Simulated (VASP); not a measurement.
# GaSb (F-43m) in VASP: further runs, part 2 of 2

VASP 6.6.1.

## Step 5: Relaxation of the atoms, LDA (a relaxed cell with its volume scaled by 1.06)

INCAR reads:

```
SYSTEM = GaSb
ALGO = Normal
EDIFF = 1E-7
EDIFFG = -0.01
ENCUT = 600
IBRION = 2
ISIF = 2
ISMEAR = 0
LASPH = .True.
LCHARG = .False.
LREAL = .False.
LWAVE = .False.
NELM = 80
NSW = 40
PREC = Accurate
SIGMA = 0.03
```

KPOINTS reads:

```
k-points
0
Gamma
  10 10 10
  0 0 0
```

POSCAR reads:

```
GaSb                                    
1.0
    0.0000000000      3.0870471107      3.0870471107
    3.0870471107      0.0000000000      3.0870471107
    3.0870471107      3.0870471107      0.0000000000
  Ga              Sb            
     1     1
Direct
     0.0000000000000000    0.0000000000000000    0.0000000000000000
     0.2500000000000000    0.2500000000000000    0.2500000000000000
```

Potentials or basis: VASP PAW LDA potentials, release 64 (Ga_d, Sb).

The run is started by

```bash
> cat potpaw_LDA.64/Ga_d/POTCAR potpaw_LDA.64/Sb/POTCAR > POTCAR
> mpirun -np 1 vasp_std > vasp.out
```

OUTCAR:

```text
SYSTEM = GaSb
   EDIFF = 1E-7
   EDIFFG = -0.01
   ENCUT = 600
   IBRION = 2
   ISIF = 2
   ISMEAR = 0
   LASPH = .True.
   LREAL = .False.
   NELM = 80
   NSW = 40
   PREC = Accurate

 ion  position               nearest neighbor table
   1  0.000  0.000  0.000-   2 2.67   2 2.67   2 2.67   2 2.67
   2  0.250  0.250  0.250-   1 2.67   1 2.67   1 2.67   1 2.67

  LATTYP: Found a face centered cubic cell.
 ALAT       =     6.1740942214

  Lattice vectors:

 A1 = (   0.0000000000,   3.0870471107,   3.0870471107)
 A2 = (   3.0870471107,   0.0000000000,   3.0870471107)
 A3 = (   3.0870471107,   3.0870471107,   0.0000000000)

Analysis of symmetry for initial positions (statically):
=====================================================================
 Subroutine PRICEL returns:
 Original cell was already a primitive cell.

 Routine SETGRP: Setting up the symmetry group for a
 face centered cubic supercell.

 Subroutine GETGRP returns: Found 24 space group operations
 (whereof 24 operations were pure point group operations)
 out of a pool of 48 trial point group operations.

The static configuration has the point symmetry T_d .

Analysis of symmetry for dynamics (positions and initial velocities):
=====================================================================
 Subroutine PRICEL returns:
 Original cell was already a primitive cell.

 Routine SETGRP: Setting up the symmetry group for a
 face centered cubic supercell.

 Subroutine GETGRP returns: Found 24 space group operations
 (whereof 24 operations were pure point group operations)
 out of a pool of 48 trial point group operations.

The dynamic configuration has the point symmetry T_d .

 Subroutine INISYM returns: Found 24 space group operations
 (whereof 24 operations are pure point group operations),
 and found     1 'primitive' translations

----------------------------------------------------------------------------------------

[... 123 lines left out ...]
 conjugate gradient relaxation of ions
 non-spin polarized calculation
 Gauss-broadening in eV      SIGMA  =   0.03
  energy-cutoff  :      600.00
  volume of cell :       58.84
 maximum number of plane-waves:      1989
   NGX = 17   NGY = 17   NGZ = 17

 number of electron      17.9999995 magnetization

 Free energy of the ion-electron system (eV)
  ---------------------------------------------------
  ext. energy  EPLUGINS =         0.00000000
  ---------------------------------------------------
  free energy    TOTEN  =        -8.64183193 eV

  energy without entropy =       -8.64178565  energy(sigma->0) =       -8.64180879

 E-fermi :   4.4088     XC(G=0):  -9.2812

 val. band max:        4.3997122026   @ k =   0.0000   0.0000   0.0000
 cond. band min:       4.6412542693   @ k =   0.5000   0.0000   0.0000
 fundamental gap:      0.2415420667
 Fermi energy:         4.4088492419

 k-point     1 :       0.0000    0.0000    0.0000
  band No.  band energies     occupation
      1     -10.6929      2.00000
      2     -10.6929      2.00000
      3     -10.6929      2.00000
      4     -10.6477      2.00000
      5     -10.6477      2.00000
      6      -6.9312      2.00000
      7       4.0827      2.00000
      8       4.3997      1.33333
      9       4.3997      1.33333
     10       4.3997      1.33333
     11       7.1556      0.00000
     12       7.1556      0.00000
     13       7.1556      0.00000
[... 354 lines left out ...]
  band No.  band energies     occupation
      1     -10.7247      2.00000
      2     -10.6764      2.00000
      3     -10.6760      2.00000
      4     -10.6550      2.00000
      5     -10.6450      2.00000
      6      -5.3877      2.00000
      7      -1.1693      2.00000
      8       1.9903      2.00000
      9       2.2981      2.00000
     10       5.5904      0.00000
     11       6.6134      0.00000
     12      10.4037      0.00000
     13      10.9282      0.00000

 [... further k-points ...]

------------------------ aborting loop because EDIFF is reached ----------------------------------------

  FORCE on cell =-STRESS in cart. coord.  units (eV):
  Direction    XX          YY          ZZ          XY          YZ          ZX
  --------------------------------------------------------------------------------------
  -------------------------------------------------------------------------------------
  Total       -1.0376242     -1.0376242     -1.0376242      0.0000000      0.0000000      0.0000000
  in kB      -28.2547135    -28.2547135    -28.2547135      0.0000000      0.0000000      0.0000000
  external PRESSURE =     -28.2547135 kB  Pullay stress =       0.0000000 kB

 VOLUME and BASIS-vectors are now :
 -----------------------------------------------------------------------------
  energy-cutoff  :      600.00
  volume of cell :       58.84
      direct lattice vectors                 reciprocal lattice vectors
     0.000000000  3.087047111  3.087047111    -0.161967078  0.161967078  0.161967078
     3.087047111  0.000000000  3.087047111     0.161967078 -0.161967078  0.161967078
     3.087047111  3.087047111  0.000000000     0.161967078  0.161967078 -0.161967078

 POSITION                                       TOTAL-FORCE (eV/Angst)
 -----------------------------------------------------------------------------------
      0.00000      0.00000      0.00000        -0.000000     -0.000000     -0.000000
      1.54352      1.54352      1.54352         0.000000      0.000000      0.000000
 -----------------------------------------------------------------------------------
    total drift:                                0.000000      0.000000      0.000000

  FREE ENERGIE OF THE ION-ELECTRON SYSTEM (eV)
  ---------------------------------------------------
  free  energy   TOTEN  =        -8.6418319290 eV

  energy  without entropy=       -8.6417856503  energy(sigma->0) =       -8.64180879

 reached required accuracy - stopping structural energy minimisation
```

Wall time 20 s (1 thread of Intel Xeon Platinum 8488C (Sapphire Rapids), shared host); peak memory 0.2 GiB.

Results:

* Free energy: -8.6418 eV
* Pressure after relaxing: -2.8 GPa
* Band gap on the k mesh: none (metal or under the smearing width)

Final structure:
```
Ga Sb
1.0
     0.00000    3.08705    3.08705
     3.08705    0.00000    3.08705
     3.08705    3.08705    0.00000
Ga Sb
1 1
Direct
  0.00000 0.00000 0.00000
  0.25000 0.25000 0.25000
```

Caveat: the relaxation stopped at its first step, so nothing moved. The run has no spin-orbit coupling, so splittings on Sb are missing.

## Step 6: Summary

| cell | gap on the mesh (eV) | pressure (GPa) |
| --- | --- | --- |
| atoms relaxed | 0.10 | 0.0 |
| atoms relaxed from: a relaxed cell with its volume scaled by 1.02 | none | -1.0 |
| atoms relaxed from: a relaxed cell with its volume scaled by 1.04 | none | -2.0 |
| atoms relaxed from: a relaxed cell with its volume scaled by 1.06 | none | -2.8 |

Alike in all rows: task relaxation of the atoms; level LDA; potentials or basis VASP PAW LDA potentials, release 64 (Ga_d, Sb); no spin polarisation; k mesh 10 × 10 × 10; cutoff (eV) 600; smearing gaussian 0.03 eV.

Caveats: the relaxation stopped at its first step, so nothing moved; spin-orbit coupling is left out, which moves the levels of the heavy elements (some runs).

Total energies depend on the potentials used, so only differences within one code and one set of settings carry meaning.

## Step 7: How close it comes

Step 2. Measured gap of GaSb: 0.811 eV (direct; 4.2 K; a printed reference work, data compilation). This calculation gives 0.10 eV (-0.71 eV). Spin-orbit coupling on Ga, Sb is left out. The value is that of LDA on a finite k mesh, which can miss the band edges, without temperature or zero-point motion. Semilocal functionals fall short of measured gaps as a rule.
